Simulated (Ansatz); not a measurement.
The system is In2O3.

```
CELL_PARAMETERS angstrom
2.74350 1.58396 4.83667
-2.74350 1.58396 4.83667
0.00000 -3.16792 4.83667
ATOMIC_POSITIONS crystal
In 0.85731 0.85731 0.85731
In 0.64269 0.64269 0.64269
In 0.14269 0.14269 0.14269
In 0.35731 0.35731 0.35731
O 0.04800 0.75000 0.45200
O 0.75000 0.45200 0.04800
O 0.45200 0.04800 0.75000
O 0.95200 0.25000 0.54800
O 0.25000 0.54800 0.95200
O 0.54800 0.95200 0.25000
```

* Program: Ansatz 0.2.0
* Task: relaxation of cell and atoms
* Functional: PBE
* Potentials or basis: Ansatz PAW
* Cutoff: 420 eV (not typed: the program's choice for these potentials)
* k mesh: 6 × 6 × 6
* Occupations: fermi-dirac, width 0.05 eV
* Spin: no spin polarisation

At the start: volume 12.61 Å³/atom.

**Question.** Where does the relaxation end?

**Answer.** It ends after 8 steps and the volume is 13.24 Å³/atom (+5.0 %); space group R-3c (No. 167, to 0.05 Å).

Step by step:
| step | energy change (eV) | largest force (eV/Å) | volume (Å³) |
| --- | --- | --- | --- |
| 1 | 0.0000 | 0.1259 | 126.11 |
| 2 | -0.1247 | 0.0970 | 132.55 |
| 3 | -0.1278 | 0.0559 | 132.15 |
| 4 | -0.1292 | 0.0277 | 132.09 |
| 5 | -0.1291 | 0.0081 | 132.14 |
| 6 | -0.1613 | 0.0061 | 132.14 |
| 7 | -0.1604 | 0.0001 | 132.41 |
| 8 | -0.1616 | 0.0001 | 132.41 |

Final structure:
```cif
data_structure
_symmetry_space_group_name_H-M 'P 1'
_symmetry_Int_Tables_number 1
_cell_length_a 5.8785
_cell_length_b 5.8785
_cell_length_c 5.8785
_cell_angle_alpha 56.616
_cell_angle_beta 56.616
_cell_angle_gamma 56.616
_cell_volume 132.41
loop_
_atom_site_label
_atom_site_type_symbol
_atom_site_fract_x
_atom_site_fract_y
_atom_site_fract_z
_atom_site_occupancy
In1 In 0.85721 0.85721 0.85721 1
In2 In 0.64279 0.64279 0.64279 1
In3 In 0.14279 0.14279 0.14279 1
In4 In 0.35721 0.35721 0.35721 1
O1 O 0.04655 0.75000 0.45345 1
O2 O 0.75000 0.45345 0.04655 1
O3 O 0.45345 0.04655 0.75000 1
O4 O 0.95345 0.25000 0.54655 1
O5 O 0.25000 0.54655 0.95345 1
O6 O 0.54655 0.95345 0.25000 1
```

Caveat: the plane-wave basis is chosen anew once the cell has moved, so the energies of steps on either side of that aren't comparable; the pressure holds a Pulay correction of +0.7 GPa for the finite cutoff.
